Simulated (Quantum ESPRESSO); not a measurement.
# C (Fd-3m) in Quantum ESPRESSO: further runs

Runs on C. Level: PBEsol. Tasks: single point.

All numbers are computed with Quantum ESPRESSO 7.5; they aren't measurements. Logs are shortened: lines on timing, memory, paths and dates and some standing lists are left out, and cuts for length are marked.

## (1) The undisturbed crystal

It takes space group Fd-3m (No. 227, cubic). Conventional cell: a = 3.567 Å, b = 3.567 Å, c = 3.567 Å, α = 90.00°, β = 90.00°, γ = 90.00°. C (site symmetry -43m) has 4 C at 1.54 Å as nearest neighbours.

This isn't the form of C at room conditions, which is graphite.

## (2) Single point, PBEsol (volume scaled by 0.96)

File scf.in:

```
&CONTROL
  calculation = 'scf'
  prefix = 'pwscf'
  outdir = './tmp'
  pseudo_dir = './pseudo'
/
&SYSTEM
  ibrav = 0
  nat = 2
  ntyp = 1
  ecutwfc = 82
  nbnd = 9
  occupations = 'smearing'
  smearing = 'fd'
  degauss = 0.00367493
  force_symmorphic = .true.
/
&ELECTRONS
  conv_thr = 4d-10
  electron_maxstep = 120
  mixing_beta = 0.5
/
ATOMIC_SPECIES
C     12.0110 C.upf
CELL_PARAMETERS angstrom
   0.0000000000    1.7592674508    1.7592674508
   1.7592674508    0.0000000000    1.7592674508
   1.7592674508    1.7592674508    0.0000000000
ATOMIC_POSITIONS crystal
C      0.7500000000    0.7500000000    0.7500000000
C      0.5000000000    0.5000000000    0.5000000000
K_POINTS automatic
12 12 12 0 0 0
```

File nscf.in:

```
&CONTROL
  calculation = 'nscf'
  prefix = 'pwscf'
  outdir = './tmp'
  pseudo_dir = './pseudo'
/
&SYSTEM
  ibrav = 0
  nat = 2
  ntyp = 1
  ecutwfc = 82
  nbnd = 124
  occupations = 'fixed'
  force_symmorphic = .true.
/
&ELECTRONS
  conv_thr = 1d-08
  diago_full_acc = .true.
  diago_thr_init = 1d-06
/
ATOMIC_SPECIES
C     12.0110 C.upf
CELL_PARAMETERS angstrom
   0.0000000000    1.7592674508    1.7592674508
   1.7592674508    0.0000000000    1.7592674508
   1.7592674508    1.7592674508    0.0000000000
ATOMIC_POSITIONS crystal
C      0.7500000000    0.7500000000    0.7500000000
C      0.5000000000    0.5000000000    0.5000000000
K_POINTS automatic
6 6 6 0 0 0
```

Potentials or basis: PseudoDojo 0.4.1 SR PBEsol standard.

On the command line:

```sh
> OMP_NUM_THREADS=1 pw.x -in scf.in > scf.out
> OMP_NUM_THREADS=1 pw.x -in nscf.in > nscf.out
```

scf.out:

```text
This program is part of the open-source Quantum ESPRESSO suite
     for quantum simulation of materials; please cite
[... 9 lines left out ...]
     --------------------
     sticks:   dense  smooth     PW     G-vecs:    dense   smooth      PW
     Sum         499     499    163                 7391     7391    1363

     Using Slab Decomposition

     bravais-lattice index     =            0
     lattice parameter (alat)  =       4.7016  a.u.
     unit-cell volume          =      73.4890 (a.u.)^3
     number of atoms/cell      =            2
     number of atomic types    =            1
     number of electrons       =         8.00
     number of Kohn-Sham states=            9
     kinetic-energy cutoff     =      82.0000  Ry
     charge density cutoff     =     328.0000  Ry
     scf convergence threshold =      4.0E-10
     mixing beta               =       0.5000
     number of iterations used =            8  plain     mixing
     Exchange-correlation= PBESOL
                           (   1   4  10   8   0   0   0)

     celldm(1)=   4.701601  celldm(2)=   0.000000  celldm(3)=   0.000000
     celldm(4)=   0.000000  celldm(5)=   0.000000  celldm(6)=   0.000000

     crystal axes: (cart. coord. in units of alat)
               a(1) = (   0.000000   0.707107   0.707107 )
               a(2) = (   0.707107   0.000000   0.707107 )
               a(3) = (   0.707107   0.707107   0.000000 )

     reciprocal axes: (cart. coord. in units 2 pi/alat)
               b(1) = ( -0.707107  0.707107  0.707107 )
               b(2) = (  0.707107 -0.707107  0.707107 )
               b(3) = (  0.707107  0.707107 -0.707107 )

     PseudoPot. # 1 for C  read from file:
     C.upf
     Pseudo is Norm-conserving + core correction, Zval =  4.0
     Generated using ONCVPSP code by D. R. Hamann
     Using radial grid of 1248 points,  4 beta functions with:
                l(1) =   0
                l(2) =   0
                l(3) =   1
                l(4) =   1

     atomic species   valence    mass     pseudopotential
     C                 4.00    12.01100     C ( 1.00)

     24 Sym. Ops. (no inversion) found

   Cartesian axes

     site n.     atom                  positions (alat units)
         1        C      tau(   1) = (   1.0606602   1.0606602   1.0606602  )
         2        C      tau(   2) = (   0.7071068   0.7071068   0.7071068  )

     number of k points=    72  Fermi-Dirac smearing, width (Ry)=  0.0037
                       cart. coord. in units 2pi/alat
        k(    1) = (   0.0000000   0.0000000   0.0000000), wk =   0.0011574
        k(    2) = (   0.0589256   0.0589256  -0.0589256), wk =   0.0092593
        k(    3) = (   0.1178511   0.1178511  -0.1178511), wk =   0.0092593
        k(    4) = (   0.1767767   0.1767767  -0.1767767), wk =   0.0092593
        k(    5) = (   0.2357023   0.2357023  -0.2357023), wk =   0.0092593
        k(    6) = (   0.2946278   0.2946278  -0.2946278), wk =   0.0092593
[... 64 lines left out ...]
        k(   71) = (  -0.7071068   0.2357023   0.0000000), wk =   0.0138889
        k(   72) = (  -0.7071068   0.3535534   0.0000000), wk =   0.0069444

     Dense  grid:     7391 G-vectors     FFT dimensions: (  27,  27,  27)

     Initial potential from superposition of free atoms

     starting charge       7.9999, renormalised to       8.0000
     Starting wfcs are    8 randomized atomic wfcs +    1 random wfcs

     Self-consistent Calculation

     iteration #  1     ecut=    82.00 Ry     beta= 0.50
     Davidson diagonalization with overlap
     ethr =  1.00E-02,  avg # of iterations =  4.6

     total energy              =     -24.01645719 Ry
     estimated scf accuracy    <       0.12718856 Ry

     iteration #  2     ecut=    82.00 Ry     beta= 0.50
     Davidson diagonalization with overlap
     ethr =  1.59E-03,  avg # of iterations =  1.1

     total energy              =     -24.01382309 Ry
     estimated scf accuracy    <       0.01724652 Ry

     iteration #  3     ecut=    82.00 Ry     beta= 0.50
     Davidson diagonalization with overlap
     ethr =  2.16E-04,  avg # of iterations =  2.3
[... 22 lines left out ...]
     total energy              =     -24.01564357 Ry
     estimated scf accuracy    <       0.00000014 Ry

     iteration #  7     ecut=    82.00 Ry     beta= 0.50
     Davidson diagonalization with overlap
     ethr =  1.77E-09,  avg # of iterations =  2.0

     total energy              =     -24.01564359 Ry
     estimated scf accuracy    <          5.6E-09 Ry

     iteration #  8     ecut=    82.00 Ry     beta= 0.50
     Davidson diagonalization with overlap
     ethr =  7.01E-11,  avg # of iterations =  1.7

     End of self-consistent calculation

          k = 0.0000 0.0000 0.0000 (   941 PWs)   bands (ev):

    -7.9993  14.1105  14.1105  14.1105  19.7883  19.7883  19.7883  28.3984
    33.5889

          k = 0.0589 0.0589-0.0589 (   917 PWs)   bands (ev):

    -7.8011  12.8316  13.7685  13.7685  20.2347  20.2347  20.5594  28.5209
    33.9190

          k = 0.1179 0.1179-0.1179 (   917 PWs)   bands (ev):

    -7.2088  10.2081  13.0307  13.0307  21.1958  21.1958  21.7602  28.8656
    34.6106

          k = 0.1768 0.1768-0.1768 (   923 PWs)   bands (ev):

    -6.2296   7.2748  12.2744  12.2744  22.0767  22.0767  22.6385  29.3319
    35.0777
[... 98 lines left out ...]
    -1.5344   1.0694   8.4201  10.3429  21.7487  24.5909  25.8578  29.9415
    33.8627

          k =-0.1179-0.3536 0.3536 (   913 PWs)   bands (ev):

    -3.1433   3.1924   8.2045  11.0029  22.3252  23.9095  25.6238  29.4957
    34.4185

          k =-0.0589-0.2946 0.2946 (   918 PWs)   bands (ev):

    -4.6886   5.7994   8.3283  11.8359  22.8668  22.9885  24.9802  28.5588
    34.7308

          k = 0.0000-0.2357 0.2357 (   925 PWs)   bands (ev):

    -5.9052   8.2457   9.0559  12.6699  21.9094  23.0255  23.7503  28.3613
    35.4617

          k = 0.3536 0.0000 0.0000 (   902 PWs)   bands (ev):

    -5.6432   9.5506   9.7698   9.7698  18.5949  24.5125  26.0711  26.0711
    34.9983

          k = 0.4125 0.0589-0.0589 (   916 PWs)   bands (ev):

    -4.6790   7.5216   9.1730   9.1842  18.9295  23.5474  27.1289  27.1533
    35.7801

          k = 0.4714 0.1179-0.1179 (   912 PWs)   bands (ev):

    -3.3579   5.2248   8.1279   8.9161  19.7187  23.9232  27.5206  27.7485
    36.2311

          k =-0.1768-0.5303 0.5303 (   920 PWs)   bands (ev):

    -1.7543   2.9619   7.0970   8.9861  20.2285  25.7653  27.3054  27.9942
    34.8408

          k =-0.1179-0.4714 0.4714 (   925 PWs)   bands (ev):

    -0.5532   1.5576   6.3141   9.3842  20.7093  26.6702  28.0062  28.2910
    32.8715

          k =-0.0589-0.4125 0.4125 (   919 PWs)   bands (ev):

    -1.7891   3.0955   5.8799  10.0686  21.3772  25.6953  27.8523  29.5277
    32.1530

          k = 0.0000-0.3536 0.3536 (   919 PWs)   bands (ev):

    -3.3773   5.1693   6.1346  10.9478  22.1855  24.3919  26.8812  28.5859
    34.0296

          k = 0.4714 0.0000-0.0000 (   922 PWs)   bands (ev):

    -3.8492   6.8068   8.5273   8.5273  18.2823  21.8710  28.6327  28.6327
    36.1962

          k = 0.5303 0.0589-0.0589 (   920 PWs)   bands (ev):

    -2.6605   5.2495   7.5754   8.1851  18.7389  21.3631  29.4368  29.5246
    36.8124

          k =-0.1179-0.5893 0.5893 (   924 PWs)   bands (ev):

    -1.1646   3.6618   6.0595   8.1879  19.3872  22.5704  29.4358  29.9017
    35.8287
[... 8 lines left out ...]
    -0.2666   2.8812   4.2425   9.1880  20.4944  27.4362  28.0838  29.7212
    31.3170

          k = 0.5893 0.0000-0.0000 (   930 PWs)   bands (ev):

    -1.6061   3.8802   7.7568   7.7568  18.3241  19.9889  30.6824  30.6824
    37.2522

          k =-0.0589-0.6482 0.6482 (   934 PWs)   bands (ev):

    -0.2341   2.4845   6.9093   7.6731  18.8760  20.0251  30.9709  31.1295
    37.1568

          k = 0.0000-0.5893 0.5893 (   934 PWs)   bands (ev):

     1.1587   1.4822   5.4052   7.9403  19.2739  22.1207  30.2737  30.9431
    35.3449

          k =-0.7071 0.0000 0.0000 (   934 PWs)   bands (ev):

     1.0121   1.0121   7.4964   7.4964  18.8496  18.8496  31.5271  31.5271
    37.9532

          k = 0.2357 0.1179 0.0000 (   917 PWs)   bands (ev):

    -6.6847   9.9816  10.6069  12.7222  20.1414  23.1744  23.3443  27.8073
    34.7516

          k = 0.2946 0.1768-0.0589 (   924 PWs)   bands (ev):

    -5.7109   7.5062   9.7390  12.0234  21.0359  23.6932  24.5130  27.5132
    35.0206

          k = 0.3536 0.2357-0.1179 (   919 PWs)   bands (ev):

    -4.3727   4.7697   9.3425  11.2045  21.8632  23.6990  25.2641  28.0756
    35.3292

          k =-0.2946-0.4125 0.5303 (   919 PWs)   bands (ev):

    -2.7375   2.2315   9.2179  10.5328  22.2704  23.5196  25.6188  29.2394
    34.7061

          k =-0.2357-0.3536 0.4714 (   920 PWs)   bands (ev):

    -1.4633   0.6475   9.2269  10.2484  22.3722  23.4306  25.7207  29.9222
    34.2850

          k = 0.3536 0.1179 0.0000 (   920 PWs)   bands (ev):

    -5.3865   8.2094   9.0410  10.7466  19.6802  25.0637  25.5012  26.0589
    35.2908

          k = 0.4125 0.1768-0.0589 (   916 PWs)   bands (ev):

    -4.1764   5.9784   8.2852   9.9593  20.6173  24.8034  25.8535  27.1858
    35.9636

          k =-0.2357-0.4714 0.5893 (   915 PWs)   bands (ev):

    -2.6430   3.5293   7.9027   9.2936  21.2968  24.9933  26.6900  27.8141
    34.8547

          k =-0.1768-0.4125 0.5303 (   927 PWs)   bands (ev):

    -1.0621   1.5056   7.4893   9.1869  21.7137  24.7782  27.7248  28.7374
    33.1964

          k =-0.1179-0.3536 0.4714 (   924 PWs)   bands (ev):

    -1.5467   2.1005   7.1292   9.6223  22.2083  24.2724  27.5907  29.3812
    32.7702

          k =-0.0589-0.2946 0.4125 (   917 PWs)   bands (ev):

    -3.1921   4.3907   7.0328  10.3871  22.8125  23.4603  27.1247  28.0414
    34.3284

          k = 0.0000-0.2357 0.3536 (   922 PWs)   bands (ev):

    -4.6230   6.6353   7.5643  11.2846  22.1206  23.5448  26.1102  27.1877
    35.5010

          k = 0.4714 0.1179-0.0000 (   926 PWs)   bands (ev):

    -3.6020   6.3323   7.8450   8.6715  19.3786  22.7373  27.6083  28.6656
    36.4769

          k =-0.1768-0.5303 0.6482 (   924 PWs)   bands (ev):

    -2.1900   4.5764   6.8068   8.1073  20.3182  23.2680  27.5911  29.5175
    35.8923

          k =-0.1179-0.4714 0.5893 (   921 PWs)   bands (ev):

    -0.5834   2.6959   5.8046   8.1418  20.8463  25.3242  27.2911  29.5834
    33.9659
[... 13 lines left out ...]
    -1.3798   3.8982   7.1258   7.3904  19.4075  20.9653  29.6877  30.6066
    37.2402

          k =-0.0589-0.5303 0.6482 (   925 PWs)   bands (ev):

     0.1525   2.6286   5.6632   7.3668  20.2029  22.3248  29.4443  30.5462
    35.6519

          k =-0.0000-0.4714 0.5893 (   928 PWs)   bands (ev):

     0.9945   2.1163   4.3899   7.8354  20.6786  25.1159  28.4808  29.7116
    33.7492

          k =-0.7071 0.1179-0.0000 (   940 PWs)   bands (ev):

     1.1860   1.1860   6.9461   6.9461  19.8953  19.8953  30.9858  30.9858
    37.3455

          k =-0.2357-0.4714 0.7071 (   918 PWs)   bands (ev):

    -2.8728   5.2099   6.4401   9.0598  21.9724  24.1287  26.0657  28.7787
    35.1150

          k =-0.1768-0.4125 0.6482 (   918 PWs)   bands (ev):

    -1.2985   3.3530   5.9851   8.2155  22.8860  24.2283  26.8046  29.4599
    33.4105

          k =-0.1179-0.3536 0.5893 (   930 PWs)   bands (ev):

    -0.1045   1.9583   5.9804   7.8574  22.9432  24.4734  28.4025  28.5882
    32.5433

          k =-0.1179-0.4714 0.7071 (   921 PWs)   bands (ev):

    -0.7304   3.6990   5.8258   6.9403  22.0281  23.2580  27.3149  30.1478
    35.0600

          k =-0.0589-0.4125 0.6482 (   920 PWs)   bands (ev):

     0.7324   2.5314   4.9914   6.6381  22.8151  25.0578  27.0441  28.8063
    34.4241

          k = 0.0000-0.3536 0.5893 (   918 PWs)   bands (ev):

     0.2077   2.9773   4.6808   7.2095  23.2575  25.2139  27.2563  28.4234
    33.5387

          k =-0.7071 0.2357 0.0000 (   920 PWs)   bands (ev):

     1.6155   1.6155   5.8789   5.8789  22.4365  22.4365  29.1425  29.1425
    36.3548

          k =-0.7071 0.3536 0.0000 (   932 PWs)   bands (ev):

     1.9013   1.9013   5.3155   5.3155  24.8078  24.8078  26.9759  26.9759
    35.9860

     the Fermi energy is    16.4442 ev

!    total energy              =     -24.01564359 Ry
     estimated scf accuracy    <          2.2E-12 Ry
     smearing contrib. (-TS)   =       0.00000000 Ry
     internal energy E=F+TS    =     -24.01564359 Ry

     The total energy is F=E-TS. E is the sum of the following terms:
     one-electron contribution =       8.74348269 Ry
     hartree contribution      =       1.85470230 Ry
     xc contribution           =      -8.68875835 Ry
     ewald contribution        =     -25.92507024 Ry

     convergence has been achieved in   8 iterations

=------------------------------------------------------------------------------=
   JOB DONE.
=------------------------------------------------------------------------------=
```

It took 21 s on 1 thread of Arm Neoverse V2, shared host; peak memory 0.05 GiB.

Results:

```yaml
Band_gap_on_the_k_mesh_mean-field_level: 4.17 eV, indirect (least direct gap 5.68 eV)
```

Levels at points of the mesh, in eV from the valence-band top:
```csv
k point,band 2,band 3,band 4,band 5,band 6,band 7
"(0.00, 0.00, 0.00)",0.00,0.00,0.00,5.68,5.68,5.68
"(0.00, 0.00, -0.50)",-13.96,-2.93,-2.93,8.60,8.60,9.43
"(0.00, -0.50, -0.50)",-13.10,-6.61,-6.61,4.74,4.74,17.42
```

Caveat: the k mesh is coarse (spacing up to 0.52 Å⁻¹), so the values aren't converged.

(Part 1 of 2 ends here.)
